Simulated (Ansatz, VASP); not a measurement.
**BaTiO3: VASP beside Ansatz**

POSCAR

```
BaTiO3
1.0
    4.0042000000      0.0000000000      0.0000000000
    0.0113914799      4.0041837963      0.0000000000
    0.0113914799      0.0113591184      4.0041676844
Ba Ti O
1 1 3
Direct
    0.0000000000      0.0000000000      0.0000000000
    0.4845000000      0.4845000000      0.4845000000
    0.5086000000      0.5086000000      0.0175000000
    0.0175000000      0.5086000000      0.5086000000
    0.5086000000      0.0175000000      0.5086000000
```

Contents of INCAR.step1:

```
SYSTEM = BaTiO3
PREC = Accurate ; ENCUT = 520
ISMEAR = 0 ; SIGMA = 0.01
LREAL = .FALSE. ; LASPH = .TRUE.
NELM = 60 ; NBANDS = 28
GGA = PE ; ALGO = Normal
EDIFF = 1E-4 ; LWAVE = .TRUE.
LCHARG = .FALSE.
```

INCAR.step2

```
SYSTEM = BaTiO3
PREC = Accurate ; ENCUT = 520
EDIFF = 1E-7 ; ISMEAR = 0
SIGMA = 0.01 ; LREAL = .FALSE.
LASPH = .TRUE. ; NELM = 60
ALGO = Normal ; ISIF = 2
LWAVE = .FALSE. ; LCHARG = .FALSE.
METAGGA = R2SCAN ; LMIXTAU = .TRUE.
NBANDS = 28 ; ISTART = 1
```

File KPOINTS:

```
Automatic mesh
0
G
  6 6 6
  0 0 0
```

Input for Ansatz:

```yaml
crystal:
  lattice:
    - [4.0042, 0.0, 0.0]
    - [0.011391479881118783, 4.004183796254377, 0.0]
    - [0.011391479881118783, 0.011359118422246468, 4.004167684377714]
  atoms:
    - { symbol: Ba, position: [0.0, 0.0, 0.0] }
    - { symbol: Ti, position: [0.48450000000000004, 0.4845, 0.4845] }
    - { symbol: O, position: [0.5086, 0.5085999999999999, 0.0175] }
    - { symbol: O, position: [0.0175, 0.5085999999999998, 0.5086] }
    - { symbol: O, position: [0.5086, 0.0175, 0.5086] }
kpoints:
  mp_grid:
    grid: [6, 6, 6]
hamiltonian:
  xc: r2scan
scf:
  occupations:
    method: fixed
output:
  stress: true
```

Alike in both runs: task single point; functional r2SCAN; k mesh 6 × 6 × 6; no spin polarisation.

|  | VASP | Ansatz |
| --- | --- | --- |
| version | VASP 6.6.1 | Ansatz 0.2.0 |
| potentials or method | VASP PAW PBE potentials, release 64 (Ba_sv, Ti_sv, O) | plane waves, PAW |
| plane-wave cutoff (eV) | 520 | 500 |
| occupations | gaussian, width 0.01 eV | fixed |
| valence electrons in the cell | 40 | 40 |

VASP gave:

| Quantity | Value |
| --- | --- |
| pressure (GPa) | 3.9 |
| largest component of the traceless stress (GPa) | 0.06 |

Task: Which values does Ansatz return?

Result: Pressure (GPa): 1.9; largest component of the traceless stress (GPa): 0.02.

Caveats: the PAW data sets were made with another functional, which shifts forces and pressure a little (VASP). A k mesh can miss the band edges.
